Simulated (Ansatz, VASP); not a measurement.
## Two plane-wave programs on Rh

File run.py:

```python
from ase.calculators.vasp import Vasp
from ase.dft.bandgap import bandgap
from ase.io import read

atoms = read('Rh.cif', primitive_cell=True, subtrans_included=False)
calc = Vasp(
    directory='calc',
    xc='pbe',
    pp='PBE',
    setups='recommended',
    pp_version='54',
    prec='Accurate',
    encut=520,
    ediff=1e-07,
    ismear=0,
    sigma=0.05,
    lreal=False,
    lasph=True,
    nelm=80,
    algo='Normal',
    isif=2,
    lwave=False,
    lcharg=False,
    kpts=[12, 12, 12],
    gamma=True,
)
atoms.calc = calc

print('energy (eV):', atoms.get_potential_energy())
print('free energy (eV):', atoms.get_potential_energy(force_consistent=True))
print('forces (eV/A):')
print(atoms.get_forces())
print('stress (eV/A^3, Voigt):', atoms.get_stress())
print('Fermi level (eV):', calc.get_fermi_level())
gap, top, bottom = bandgap(calc)
print('band gap (eV):', gap, 'from (spin, k, band)', top, 'to', bottom)
```

File Rh.cif:

```cif
data_Rh
_cell_length_a 3.79570000
_cell_length_b 3.79570000
_cell_length_c 3.79570000
_cell_angle_alpha 90.00000000
_cell_angle_beta 90.00000000
_cell_angle_gamma 90.00000000
_space_group_name_H-M_alt 'Fm-3m'
_space_group_name_Hall '-F 4 2 3'
_space_group_IT_number 225
loop_
_space_group_symop_operation_xyz
'x,y,z'
'-x,-y,-z'
'-y,x,z'
'y,-x,-z'
'-x,-y,z'
'x,y,-z'
'y,-x,z'
'-y,x,-z'
'x,-y,-z'
'-x,y,z'
'-y,-x,-z'
'y,x,z'
'-x,y,-z'
'x,-y,z'
'y,x,-z'
'-y,-x,z'
'z,x,y'
'-z,-x,-y'
'z,-y,x'
'-z,y,-x'
'z,-x,-y'
'-z,x,y'
'z,y,-x'
'-z,-y,x'
'-z,x,-y'
'z,-x,y'
'-z,-y,-x'
'z,y,x'
'-z,-x,y'
'z,x,-y'
'-z,y,x'
'z,-y,-x'
'y,z,x'
'-y,-z,-x'
'x,z,-y'
'-x,-z,y'
'-y,z,-x'
'y,-z,x'
'-x,z,y'
'x,-z,-y'
'-y,-z,x'
'y,z,-x'
'-x,-z,-y'
'x,z,y'
'y,-z,-x'
'-y,z,x'
'x,-z,y'
'-x,z,-y'
'x,y+1/2,z+1/2'
'-x,-y+1/2,-z+1/2'
'-y,x+1/2,z+1/2'
'y,-x+1/2,-z+1/2'
'-x,-y+1/2,z+1/2'
'x,y+1/2,-z+1/2'
'y,-x+1/2,z+1/2'
'-y,x+1/2,-z+1/2'
'x,-y+1/2,-z+1/2'
'-x,y+1/2,z+1/2'
'-y,-x+1/2,-z+1/2'
'y,x+1/2,z+1/2'
[... 40 lines left out ...]
'-x+1/2,-y,z+1/2'
'x+1/2,y,-z+1/2'
'y+1/2,-x,z+1/2'
'-y+1/2,x,-z+1/2'
'x+1/2,-y,-z+1/2'
'-x+1/2,y,z+1/2'
'-y+1/2,-x,-z+1/2'
'y+1/2,x,z+1/2'
'-x+1/2,y,-z+1/2'
'x+1/2,-y,z+1/2'
'y+1/2,x,-z+1/2'
'-y+1/2,-x,z+1/2'
'z+1/2,x,y+1/2'
'-z+1/2,-x,-y+1/2'
'z+1/2,-y,x+1/2'
'-z+1/2,y,-x+1/2'
'z+1/2,-x,-y+1/2'
'-z+1/2,x,y+1/2'
'z+1/2,y,-x+1/2'
'-z+1/2,-y,x+1/2'
'-z+1/2,x,-y+1/2'
'z+1/2,-x,y+1/2'
'-z+1/2,-y,-x+1/2'
'z+1/2,y,x+1/2'
'-z+1/2,-x,y+1/2'
'z+1/2,x,-y+1/2'
'-z+1/2,y,x+1/2'
'z+1/2,-y,-x+1/2'
'y+1/2,z,x+1/2'
'-y+1/2,-z,-x+1/2'
'x+1/2,z,-y+1/2'
'-x+1/2,-z,y+1/2'
'-y+1/2,z,-x+1/2'
'y+1/2,-z,x+1/2'
'-x+1/2,z,y+1/2'
'x+1/2,-z,-y+1/2'
'-y+1/2,-z,x+1/2'
'y+1/2,z,-x+1/2'
'-x+1/2,-z,-y+1/2'
'x+1/2,z,y+1/2'
'y+1/2,-z,-x+1/2'
'-y+1/2,z,x+1/2'
'x+1/2,-z,y+1/2'
'-x+1/2,z,-y+1/2'
'x+1/2,y+1/2,z'
'-x+1/2,-y+1/2,-z'
'-y+1/2,x+1/2,z'
'y+1/2,-x+1/2,-z'
'-x+1/2,-y+1/2,z'
'x+1/2,y+1/2,-z'
'y+1/2,-x+1/2,z'
'-y+1/2,x+1/2,-z'
'x+1/2,-y+1/2,-z'
'-x+1/2,y+1/2,z'
'-y+1/2,-x+1/2,-z'
'y+1/2,x+1/2,z'
'-x+1/2,y+1/2,-z'
'x+1/2,-y+1/2,z'
'y+1/2,x+1/2,-z'
'-y+1/2,-x+1/2,z'
'z+1/2,x+1/2,y'
'-z+1/2,-x+1/2,-y'
'z+1/2,-y+1/2,x'
'-z+1/2,y+1/2,-x'
'z+1/2,-x+1/2,-y'
'-z+1/2,x+1/2,y'
'z+1/2,y+1/2,-x'
'-z+1/2,-y+1/2,x'
'-z+1/2,x+1/2,-y'
'z+1/2,-x+1/2,y'
'-z+1/2,-y+1/2,-x'
'z+1/2,y+1/2,x'
'-z+1/2,-x+1/2,y'
'z+1/2,x+1/2,-y'
'-z+1/2,y+1/2,x'
'z+1/2,-y+1/2,-x'
'y+1/2,z+1/2,x'
'-y+1/2,-z+1/2,-x'
'x+1/2,z+1/2,-y'
'-x+1/2,-z+1/2,y'
'-y+1/2,z+1/2,-x'
'y+1/2,-z+1/2,x'
'-x+1/2,z+1/2,y'
'x+1/2,-z+1/2,-y'
'-y+1/2,-z+1/2,x'
'y+1/2,z+1/2,-x'
'-x+1/2,-z+1/2,-y'
'x+1/2,z+1/2,y'
'y+1/2,-z+1/2,-x'
'-y+1/2,z+1/2,x'
'x+1/2,-z+1/2,y'
'-x+1/2,z+1/2,-y'
loop_
_atom_site_label
_atom_site_type_symbol
_atom_site_symmetry_multiplicity
_atom_site_Wyckoff_symbol
_atom_site_fract_x
_atom_site_fract_y
_atom_site_fract_z
_atom_site_occupancy
Rh1 Rh 4 a 0.0000000000 0.0000000000 0.0000000000 1
```

Contents of input.yaml:

```yaml
crystal:
  lattice:
    - [0.0, 1.89785, 1.89785]
    - [1.89785, 0.0, 1.89785]
    - [1.89785, 1.89785, 0.0]
  atoms:
    - { symbol: Rh, position: [0.0, 0.0, 0.0] }
hamiltonian:
  xc: pbe
  pseudopotentials: { kind: paw }
kpoints:
  mp_grid: { grid: [12, 12, 12] }
scf:
  occupations: { method: gaussian, width: 0.05 }
output:
  forces: true
  stress: true
  eigenvalues: true
  write_density: true
  write_potential: true
  elf: true
  volumetric_format: npy
```

Alike in both runs: task single point; functional PBE; k mesh 12 × 12 × 12; occupations gaussian, width 0.05 eV; no spin polarisation.

|  | VASP | Ansatz |
| --- | --- | --- |
| version | VASP 6.6.1 | Ansatz 0.2.0 |
| potentials or method | VASP PAW PBE potentials, release 54 (Rh_pv) | Ansatz PAW |
| plane-wave cutoff (eV) | 520 | 420 |
| valence electrons in the cell | 15 | 17 |

|  | VASP | Ansatz | Ansatz less VASP |
| --- | --- | --- | --- |
| gap on the k mesh at the Fermi level (eV) | none | none | - |
| pressure (GPa) | 7.3 | 7.2 | -0.04 |

A gap of «none» marks a metal or a gap that the smearing closes. The two sets of potentials don't hold the same shells in valence.
